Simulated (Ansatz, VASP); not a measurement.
## SrO: VASP beside Ansatz

File POSCAR:

```
SrO
1.0
    3.1028650671      0.0000000000      0.0000000000
    0.0000000000      3.1028650671      0.0000000000
    0.0000000000      0.0000000000      3.1028650671
Sr O
1 1
Direct
    0.0000000000      0.0000000000      0.0000000000
    0.5000000000      0.5000000000      0.5000000000
```

Contents of INCAR.step1:

```
SYSTEM = SrO
PREC = Accurate
ENCUT = 520
EDIFF = 1E-5
ISMEAR = 0
SIGMA = 0.01
LREAL = .FALSE.
LASPH = .TRUE.
NELM = 80
ALGO = Normal
ISIF = 2
LWAVE = .TRUE.
NBANDS = 15
GGA = PE
```

INCAR.step2

```
SYSTEM = SrO
PREC = Accurate
ENCUT = 520
EDIFF = 1E-6
ISMEAR = 0
SIGMA = 0.01
LREAL = .FALSE.
LASPH = .TRUE.
NELM = 80
ALGO = Normal
ISIF = 2
LWAVE = .FALSE.
LCHARG = .TRUE.
GGA = PE
LHFCALC = .TRUE.
HFSCREEN = 0.2079
PRECFOCK = Normal
LELF = .TRUE.
LVHAR = .TRUE.
NBANDS = 15
ISTART = 1
```

The input KPOINTS:

```
regular mesh
0
G
  4 4 4
  0 0 0
```

Input for Ansatz:

```yaml
crystal:
  lattice:
    - [3.1028650671, 0.0, 0.0]
    - [0.0, 3.1028650671, 0.0]
    - [0.0, 0.0, 3.1028650671]
  atoms:
    - { symbol: Sr, position: [0.0, 0.0, 0.0] }
    - { symbol: O, position: [0.5, 0.5, 0.5] }
kpoints:
  mp_grid: { grid: [4, 4, 4] }
hamiltonian:
  xc: hse06
scf:
  occupations: { method: fixed }
  n_extra_bands: 4
  exx: { ecutfock_ratio: 1 }
output:
  forces: true
  stress: true
  eigenvalues: true
```

Alike in both runs: task single point; functional HSE06; k mesh 4 × 4 × 4; no spin polarisation.

|  | VASP | Ansatz |
| --- | --- | --- |
| version | VASP 6.6.1 | Ansatz 0.2.0 |
| potentials or method | VASP PAW PBE potentials, release 64 (Sr_sv, O) | plane waves |
| plane-wave cutoff (eV) | 520 | 420 |
| occupations | gaussian, width 0.01 eV | fixed |
| valence electrons in the cell | 16 | 16 |

|  | VASP | Ansatz | Ansatz less VASP |
| --- | --- | --- | --- |
| gap on the k mesh at the Fermi level (eV) | 4.26 | 4.32 | +0.058 |
| pressure (GPa) | 0.5 | -0.2 | -0.73 |

Ansatz warned: «stress_exchange_threshold_loose».

Caveats: the k mesh is coarse (spacing up to 0.51 Å⁻¹), so the values aren't converged, least of all with exact exchange; the PAW data sets were made with another functional, which shifts forces and pressure a little (VASP). A k mesh can miss the band edges.
